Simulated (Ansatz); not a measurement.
**SiC (P6_3mc), an elastic constant from a strain scan**

Theory: Ansatz, DFT r2SCAN, scalar-relativistic, plane waves, PAW. Settings: plane waves to 500 eV, k-mesh 12×12×6 (Γ-centred), Gaussian smearing 0.05 eV. No spin polarisation. Energies are free energies at this smearing, counted from the undisturbed cell; pressure is positive in compression.

The starting cell (relaxed at this level):

```yaml
crystal:
  lattice:
    - [3.07520, 0.00000, 0.00000]
    - [-1.53760, 2.66320, 0.00000]
    - [0.00000, 0.00000, 5.04817]
  atoms:
    - { symbol: Si, position: [0.33333, 0.66667, 0.00460] }
    - { symbol: Si, position: [0.66667, 0.33333, 0.50460] }
    - { symbol: C, position: [0.33333, 0.66667, 0.38040] }
    - { symbol: C, position: [0.66667, 0.33333, 0.88040] }
```

The cell is strained by ε times the Voigt pattern (0, 0, 0, 0, 1, 0) (xx, yy, zz, yz, xz, xy; engineering shear) with fractional coordinates fixed. The cell holds 4 atoms in V0 = 41.34 Å³. The stress column is τ = (1/V0) dE/dε, got from the stress tensor σ (compression positive) at each point as −det(1 + εP) σ : P(1 + εP)⁻¹, with P the pattern as a tensor.

```
      ε  ΔE (meV/atom)  τ (GPa)
-0.0175          1.745   -3.090
-0.0150          1.282   -2.649
-0.0100          0.570   -1.766
-0.0050          0.143   -0.883
 0.0000          0.000    0.000
 0.0050          0.143    0.883
 0.0100          0.570    1.766
 0.0150          1.282    2.649
 0.0175          1.745    3.090
 0.0200              ?        ?
```

Which combination of elastic constants does this scan measure, and how large is it?

For small ε, τ = τ0 + Kε with K = pᵀCp, which for this pattern is C55 in the Cartesian frame shown. The parabola through τ at ε = -0.0050, 0 and 0.0050 has slope K = 177 GPa at zero. The energies per cell, E = NΔE, of the same two points give K = 2[E(ε₊)/ε₊ − E(ε₋)/ε₋]/[(ε₊ − ε₋)V0] = 177 GPa, in agreement. These are clamped-ion values.

Predict the withheld row at ε = 0.0200 from the harmonic law, and compare.

ΔE = V0(τ0 ε + Kε²/2)/N = 2.279 meV/atom and τ = 3.53 GPa. The calculation gives 2.279 meV/atom and 3.53 GPa, a miss of 0.01 meV/atom at most, so the harmonic law still holds here.

Forces appear on the atoms along this scan, and letting them relax would lower the energy and soften the response.